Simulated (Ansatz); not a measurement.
# Phases of Mg at 15 GPa

Structure types of Mg are relaxed in primitive cells with their symmetry kept at 15 GPa, on PAW files; LAPW relaxes the small cells further and takes the PAW cell for the others (marked *). The enthalpy is E + pV at zero temperature, without zero-point motion. Only the types listed were tried, and differences under about 5 meV/atom are mesh noise.

Level of theory: DFT with PBE, scalar-relativistic, in Ansatz 0.2.0; Fermi–Dirac smearing of 0.1 eV, no spin polarisation. LAPW: all electrons, basis error target 0.5 meV/atom; PAW: frozen-core files, cutoff 420 eV.

k meshes: fcc 16×16×16, bcc 16×16×16, hcp 15×15×8, beta tin 16×16×16, dhcp 12×12×4, simple hexagonal 16×16×14.

Problem. Which type is lowest in enthalpy, and by how much?

Solution. hcp, 11 meV/atom below dhcp. The whole table:

| start type | ends as | a, b, c (Å) | V (Å³/atom) | H − H(lowest), LAPW (meV/atom) | same, PAW |
| --- | --- | --- | --- | --- | --- |
| fcc | fcc, Fm-3m | 4.150, 4.150, 4.150 | 17.87 | 24.3 | 24.3 |
| bcc | bcc, Im-3m | 3.286, 3.286, 3.286 | 17.73 | 23.6 | 23.6 |
| hcp | hcp, P6_3/mmc | 2.947, 2.947, 4.736 | 17.82 | 0.0 | 0.0 |
| beta tin | beta tin, I4_1/amd | 5.207, 5.207, 2.770 | 18.77 | 415.7 | 415.6 |
| dhcp* | dhcp, P6_3/mmc | 2.945, 2.945, 9.500 | 17.84 | 10.7 | 10.7 |
| simple hexagonal | simple hexagonal, P6/mmm | 2.827, 2.827, 2.712 | 18.77 | 369.4 | 369.3 |

Problem. Split the lead of hcp over dhcp into energy and pV.

Solution. For dhcp less hcp: ΔE = +8.4 meV/atom, and p·ΔV = 15 GPa × +0.0247 Å³ × 6.242 meV/(GPa·Å³) = +2.3 meV/atom, together 10.7 meV/atom. hcp wins on both counts.
